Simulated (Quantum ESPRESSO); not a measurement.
# CoSi2 (I4/mmm) in Quantum ESPRESSO: single point with PBE

Aim: the single point of CoSi2 with PBE.

Program: Quantum ESPRESSO 7.5. These are calculated values, not measurements. Logs are shortened: lines on timing, memory, paths and dates and some standing lists are left out, and cuts for length are marked.

## (1) The crystal as given

The structure is tetragonal, space group I4/mmm (No. 139). The conventional cell has a = 3.854 Å, b = 3.854 Å, c = 5.290 Å, α = 90.00°, β = 90.00°, γ = 90.00°. Around Co (site symmetry 4/mmm) lie 8 Si at 2.34 Å. Si (site symmetry -4m2) is surrounded by 4 Co at 2.34 Å and 2 Si at 2.65 Å.

The cell was built by a generator and needn't be a form met in nature.

## (2) Single point, PBE

File pw.in:

```
&CONTROL
  calculation = 'scf'
  prefix = 'pwscf'
  outdir = './tmp'
  pseudo_dir = './pseudo'
  tprnfor = .true.
  tstress = .true.
  disk_io = 'nowf'
/
&SYSTEM
  ibrav = 0
  nat = 3
  ntyp = 2
  ecutwfc = 55
  ecutrho = 440
  nbnd = 19
  occupations = 'smearing'
  smearing = 'mp'
  degauss = 0.00734986
/
&ELECTRONS
  conv_thr = 6d-10
  electron_maxstep = 120
  mixing_beta = 0.5
/
ATOMIC_SPECIES
Co    58.9332 Co_pbe_v1.2.uspp.F.UPF
Si    28.0850 Si.pbe-n-rrkjus_psl.1.0.0.UPF
CELL_PARAMETERS angstrom
   0.0000000000    2.7253234300    2.6450093800
   2.7253234300    0.0000000000    2.6450093800
   2.7253234300    2.7253234300    0.0000000000
ATOMIC_POSITIONS crystal
Co     0.0000000000    0.0000000000    0.0000000000
Si     0.2500000000    0.2500000000    0.2500000000
Si     0.7500000000    0.7500000000    0.7500000000
K_POINTS automatic
16 16 16 0 0 0
```

Potentials or basis: SSSP 1.3 efficiency PBE.

Started as:

```console
$ OMP_NUM_THREADS=1 pw.x -in pw.in > pw.out
```

pw.out:

```text
This program is part of the open-source Quantum ESPRESSO suite
     for quantum simulation of materials; please cite
[... 9 lines left out ...]
     --------------------
     sticks:   dense  smooth     PW     G-vecs:    dense   smooth      PW
     Sum        1569     785    249                41229    14639    2549

     Using Slab Decomposition

     bravais-lattice index     =            0
     lattice parameter (alat)  =       7.1768  a.u.
     unit-cell volume          =     265.1490 (a.u.)^3
     number of atoms/cell      =            3
     number of atomic types    =            2
     number of electrons       =        25.00
     number of Kohn-Sham states=           19
     kinetic-energy cutoff     =      55.0000  Ry
     charge density cutoff     =     440.0000  Ry
     scf convergence threshold =      6.0E-10
     mixing beta               =       0.5000
     number of iterations used =            8  plain     mixing
     Exchange-correlation= PBE
                           (   1   4   3   4   0   0   0)

     celldm(1)=   7.176846  celldm(2)=   0.000000  celldm(3)=   0.000000
     celldm(4)=   0.000000  celldm(5)=   0.000000  celldm(6)=   0.000000

     crystal axes: (cart. coord. in units of alat)
               a(1) = (   0.000000   0.717601   0.696454 )
               a(2) = (   0.717601   0.000000   0.696454 )
               a(3) = (   0.717601   0.717601   0.000000 )

     reciprocal axes: (cart. coord. in units 2 pi/alat)
               b(1) = ( -0.696766  0.696766  0.717922 )
               b(2) = (  0.696766 -0.696766  0.717922 )
               b(3) = (  0.696766  0.696766 -0.717922 )

     PseudoPot. # 1 for Co read from file:
     Co_pbe_v1.2.uspp.F.UPF
     Pseudo is Ultrasoft + core correction, Zval = 17.0
     Generated by new atomic code, or converted to UPF format
     Using radial grid of  863 points,  6 beta functions with:
                l(1) =   0
                l(2) =   0
                l(3) =   1
                l(4) =   1
                l(5) =   2
                l(6) =   2
     Q(r) pseudized with  8 coefficients,  rinner =    1.200   1.200   1.200
                                                       1.200   1.200

     PseudoPot. # 2 for Si read from file:
     Si.pbe-n-rrkjus_psl.1.0.0.UPF
     Pseudo is Ultrasoft + core correction, Zval =  4.0
     Generated using "atomic" code by A. Dal Corso  v.5.1
     Using radial grid of 1141 points,  6 beta functions with:
                l(1) =   0
                l(2) =   0
                l(3) =   1
                l(4) =   1
                l(5) =   2
                l(6) =   2
     Q(r) pseudized with 0 coefficients

     atomic species   valence    mass     pseudopotential
     Co               17.00    58.93320     Co( 1.00)
     Si                4.00    28.08500     Si( 1.00)

     16 Sym. Ops., with inversion, found

   Cartesian axes

     site n.     atom                  positions (alat units)
         1        Co     tau(   1) = (   0.0000000   0.0000000   0.0000000  )
         2        Si     tau(   2) = (   0.3588007   0.3588007   0.3482270  )
         3        Si     tau(   3) = (   1.0764021   1.0764021   1.0446810  )

     number of k points=   349  Methfessel-Paxton smearing, width (Ry)=  0.0073

     Number of k-points >= 100: set verbosity='high' to print them.

     Dense  grid:    41229 G-vectors     FFT dimensions: (  48,  48,  50)

     Smooth grid:    14639 G-vectors     FFT dimensions: (  36,  36,  36)

     Check: negative core charge=   -0.000011

     Initial potential from superposition of free atoms

     starting charge      23.9989, renormalised to      25.0000
     Starting wfcs are   21 randomized atomic wfcs

     Self-consistent Calculation

     iteration #  1     ecut=    55.00 Ry     beta= 0.50
     Davidson diagonalization with overlap
     ethr =  1.00E-02,  avg # of iterations =  4.4

     total energy              =    -311.29102412 Ry
     estimated scf accuracy    <      16.69213443 Ry

     iteration #  2     ecut=    55.00 Ry     beta= 0.50
     Davidson diagonalization with overlap
     ethr =  1.00E-02,  avg # of iterations =  3.0

     total energy              =    -320.81639621 Ry
     estimated scf accuracy    <      34.44771401 Ry

     iteration #  3     ecut=    55.00 Ry     beta= 0.50
     Davidson diagonalization with overlap
     ethr =  1.00E-02,  avg # of iterations =  2.0

     total energy              =    -321.35529259 Ry
     estimated scf accuracy    <       7.49348666 Ry

     iteration #  4     ecut=    55.00 Ry     beta= 0.50
     Davidson diagonalization with overlap
     ethr =  1.00E-02,  avg # of iterations =  1.7

     total energy              =    -321.60133994 Ry
     estimated scf accuracy    <       1.66759764 Ry

     iteration #  5     ecut=    55.00 Ry     beta= 0.50
     Davidson diagonalization with overlap
     ethr =  6.67E-03,  avg # of iterations =  1.0

     total energy              =    -321.16730268 Ry
     estimated scf accuracy    <       1.03613622 Ry

     iteration #  6     ecut=    55.00 Ry     beta= 0.50
     Davidson diagonalization with overlap
     ethr =  4.14E-03,  avg # of iterations =  1.9

     total energy              =    -321.51285659 Ry
     estimated scf accuracy    <       1.04849280 Ry

     iteration #  7     ecut=    55.00 Ry     beta= 0.50
     Davidson diagonalization with overlap
     ethr =  4.14E-03,  avg # of iterations =  1.0

     total energy              =    -321.49443544 Ry
     estimated scf accuracy    <       0.91376906 Ry

     iteration #  8     ecut=    55.00 Ry     beta= 0.50
     Davidson diagonalization with overlap
     ethr =  3.66E-03,  avg # of iterations =  1.0

     total energy              =    -321.44822828 Ry
     estimated scf accuracy    <       0.71450522 Ry

     iteration #  9     ecut=    55.00 Ry     beta= 0.50
     Davidson diagonalization with overlap
     ethr =  2.86E-03,  avg # of iterations =  1.0

     total energy              =    -321.40286330 Ry
     estimated scf accuracy    <       0.29417167 Ry

     iteration # 10     ecut=    55.00 Ry     beta= 0.50
     Davidson diagonalization with overlap
     ethr =  1.18E-03,  avg # of iterations =  1.1

     total energy              =    -321.42764662 Ry
     estimated scf accuracy    <       0.00196450 Ry

     iteration # 11     ecut=    55.00 Ry     beta= 0.50
     Davidson diagonalization with overlap
     ethr =  7.86E-06,  avg # of iterations =  4.7

     total energy              =    -321.42846669 Ry
     estimated scf accuracy    <       0.00075017 Ry

     iteration # 12     ecut=    55.00 Ry     beta= 0.50
     Davidson diagonalization with overlap
     ethr =  3.00E-06,  avg # of iterations =  2.2

     total energy              =    -321.42773909 Ry
     estimated scf accuracy    <       0.00674736 Ry

     iteration # 13     ecut=    55.00 Ry     beta= 0.50
     Davidson diagonalization with overlap
     ethr =  3.00E-06,  avg # of iterations =  2.1

     total energy              =    -321.42812268 Ry
     estimated scf accuracy    <       0.00021790 Ry

     iteration # 14     ecut=    55.00 Ry     beta= 0.50
     Davidson diagonalization with overlap
     ethr =  8.72E-07,  avg # of iterations =  1.2

     total energy              =    -321.42813931 Ry
     estimated scf accuracy    <       0.00000899 Ry

     iteration # 15     ecut=    55.00 Ry     beta= 0.50
     Davidson diagonalization with overlap
     ethr =  3.60E-08,  avg # of iterations =  2.5

     total energy              =    -321.42813751 Ry
     estimated scf accuracy    <       0.00001325 Ry

     iteration # 16     ecut=    55.00 Ry     beta= 0.50
     Davidson diagonalization with overlap
     ethr =  3.60E-08,  avg # of iterations =  1.2

     total energy              =    -321.42813778 Ry
     estimated scf accuracy    <       0.00000093 Ry

     iteration # 17     ecut=    55.00 Ry     beta= 0.50
     Davidson diagonalization with overlap
     ethr =  3.71E-09,  avg # of iterations =  3.0

     total energy              =    -321.42813809 Ry
     estimated scf accuracy    <       0.00000157 Ry

     iteration # 18     ecut=    55.00 Ry     beta= 0.50
     Davidson diagonalization with overlap
     ethr =  3.71E-09,  avg # of iterations =  1.1

     total energy              =    -321.42813808 Ry
     estimated scf accuracy    <       0.00000026 Ry

     iteration # 19     ecut=    55.00 Ry     beta= 0.50
     Davidson diagonalization with overlap
     ethr =  1.04E-09,  avg # of iterations =  2.0

     total energy              =    -321.42813812 Ry
     estimated scf accuracy    <          8.5E-09 Ry

     iteration # 20     ecut=    55.00 Ry     beta= 0.50
     Davidson diagonalization with overlap
     ethr =  3.40E-11,  avg # of iterations =  2.0

     total energy              =    -321.42813812 Ry
     estimated scf accuracy    <          2.7E-09 Ry

     iteration # 21     ecut=    55.00 Ry     beta= 0.50
     Davidson diagonalization with overlap
     ethr =  1.07E-11,  avg # of iterations =  1.0

     End of self-consistent calculation

     Number of k-points >= 100: set verbosity='high' to print the bands.

     the Fermi energy is    12.4253 ev

!    total energy              =    -321.42813812 Ry
     estimated scf accuracy    <          4.9E-11 Ry
     smearing contrib. (-TS)   =       0.00002747 Ry
     internal energy E=F+TS    =    -321.42816559 Ry

     The total energy is F=E-TS. E is the sum of the following terms:
     one-electron contribution =    -239.80357764 Ry
     hartree contribution      =     132.72327698 Ry
     xc contribution           =     -45.20912624 Ry
     ewald contribution        =    -169.13873869 Ry

     convergence has been achieved in  21 iterations

     Forces acting on atoms (cartesian axes, Ry/au):

     atom    1 type  1   force =     0.00000000   -0.00000000    0.00000000
     atom    2 type  2   force =     0.00000000    0.00000000   -0.00000000
     atom    3 type  2   force =     0.00000000    0.00000000    0.00000000

     Total force =     0.000000     Total SCF correction =     0.000000

     Computing stress (Cartesian axis) and pressure

          total   stress  (Ry/bohr**3)                   (kbar)     P=      -34.19
  -0.00029266  -0.00000000   0.00000000          -43.05       -0.00        0.00
  -0.00000000  -0.00029266   0.00000000           -0.00      -43.05        0.00
   0.00000000   0.00000000  -0.00011184            0.00        0.00      -16.45

=------------------------------------------------------------------------------=
   JOB DONE.
=------------------------------------------------------------------------------=
```

Run time: 7.5 min. Hardware: 1 thread of Intel Xeon Platinum 8375C at 2.90GHz (Ice Lake), shared host; peak memory 0.35 GiB.

What came out:

```yaml
Free_energy: -4373.2526 eV
Pressure: -3.4 GPa
Band_gap_on_the_k_mesh: none (metal or under the smearing width)
```

Stress tensor (GPa, compression positive):
```
-4.31  0.00  0.00
 0.00 -4.31  0.00
 0.00  0.00 -1.65
```

Spin polarisation is off, so any magnetic state and its effect on volume and gap are missing.
